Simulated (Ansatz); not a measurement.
Mg in Ansatz: the effect of target pressure

Mg:

```
Mg
1.0
     3.20930    0.00000    0.00000
    -1.60465    2.77934    0.00000
     0.00000    0.00000    5.21030
Mg
2
Cartesian
  1.6047 0.9264 3.9077
  0.0000 1.8529 1.3026
```

Alike in all runs:

```yaml
Program: Ansatz 0.2.0
Task: relaxation of cell and atoms
Functional: r2SCAN
Potentials_or_basis: Ansatz PAW
Cutoff: "500 eV (not typed: the program's choice for these potentials)"
k_mesh: 10 × 10 × 5
Occupations: fermi-dirac, width 0.05 eV
Spin: no spin polarisation
```

Each run relaxes the cell or the atoms first.

```csv
target pressure,relaxed volume (Å³/atom)
0 GPa,22.63
2 GPa,21.61
5 GPa,20.38
10 GPa,?
20 GPa,16.90
30 GPa,15.56
```

Task: What does the run with target pressure 10 GPa give?

Result: Relaxed volume 18.89 Å³/atom.

Worked out: In Murnaghan's law V^(-B') rises as a straight line in P. The other rows fit best with B' = 3.3, V0 = 22.62 Å³/atom and B0 = 41 GPa, which gives 18.89 Å³/atom at 10 GPa, against the run's 18.89.

Caveats: the plane-wave basis is chosen anew once the cell has moved, so the energies of steps on either side of that aren't comparable; the PAW data sets come from PBE, with cores solved anew for the run's functional, which leaves a small shift of forces and pressure; the volume moved by over 15 % at a fixed basis, so the end points are rough (some runs).
